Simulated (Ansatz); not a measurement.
# Strain and the gap of MoTe2 (2H monolayer)

MoTe2 (2H monolayer), relaxed with r2SCAN in Ansatz. In-plane lattice: a = 3.561 Å, b = 3.561 Å, γ = 120.0°; thickness between the outer nuclei 3.58 Å. Mo is surrounded by 6 Te at 2.73 Å; Te is surrounded by 3 Mo at 2.73 Å.

The axes x, y and z are those of this cell:
```yaml
crystal:
  lattice:
    - [3.56136, 0.00000, 0.00000]
    - [-1.78068, 3.08423, 0.00000]
    - [0.00000, 0.00000, 31.53418]
  atoms:
    - { symbol: Mo, position: [0.33333, 0.66667, 0.28540] }
    - { symbol: Te, position: [0.66667, 0.33333, 0.34214] }
    - { symbol: Te, position: [0.66667, 0.33333, 0.22867] }
```
The sheet repeats along a and b alone.

Unstrained: With PBE the gap is 1.046 eV and direct, at K. The r2SCAN gap is direct at K: 1.121 eV. With HSE06 the gap is 1.454 eV and direct, at K. Meshes: PBE 12×12×1, r2SCAN 12×12×1, HSE06 6×6×1. Strains are changes of length per length. After each strain the atoms were relaxed again with r2SCAN within the symmetry that the strain leaves, so tilts or polar shifts that break it weren't tested; points keep the names that they have in the unstrained zone. Calculated for a static, non-magnetic cell.

Changes of the least gap in eV (an overlap counts as a negative gap):
```tsv
strain	area change (%)	space group	PBE	r2SCAN	HSE06	energy rise, r2SCAN (meV/atom)
in-plane biaxial -4.0 %	-7.8	–	+0.067	+0.100	+0.102	42.8
uniaxial -3.0 % along y	-3.0	–	+0.118	+0.125	+0.152	9.6
in-plane biaxial -2.5 %	-4.9	–	+0.141	+0.171	+0.173	16.2
in-plane biaxial -3.0 %	-5.9	–	+0.117	+0.147	+0.149	23.6
```

In-plane biaxial -4.0 %. HSE06: the gap goes from 1.454 to 1.556 eV (+0.102 eV); it turns from direct (K) to indirect (K → Γ–K (0.57)). Stress change with r2SCAN, compression positive: xx +5.08, yy +5.08 N/m.

Uniaxial -3.0 % along y, other directions held. PBE: the gap goes from 1.046 to 1.164 eV (+0.118 eV); least and direct gap lie within 0.04 eV, so its kind isn't settled. HSE06: the gap goes from 1.454 to 1.606 eV (+0.152 eV); the edges go from K to Γ–K (0.98). Stress change with r2SCAN, compression positive: xx +0.70, yy +2.88 N/m.

In-plane biaxial -2.5 %. HSE06: the gap goes from 1.454 to 1.627 eV (+0.173 eV); it turns from direct (K) to indirect (K → Γ–K (0.57)). Stress change with r2SCAN, compression positive: xx +2.99, yy +2.99 N/m.

In-plane biaxial -3.0 %. HSE06: the gap goes from 1.454 to 1.603 eV (+0.149 eV); it turns from direct (K) to indirect (K → Γ–K (0.57)). Stress change with r2SCAN, compression positive: xx +3.66, yy +3.66 N/m.

Spin-orbit coupling is left out, which matters wherever the heavy atoms make up the band edges.

Where an edge lies off the special points, it is a point of the mesh or the k point where a search put PBE's edge or least direct gap, reused for the other functionals, whose own edges may lie a little apart.

The meshes of the hybrids are coarse, so their gaps aren't converged to the digits shown.
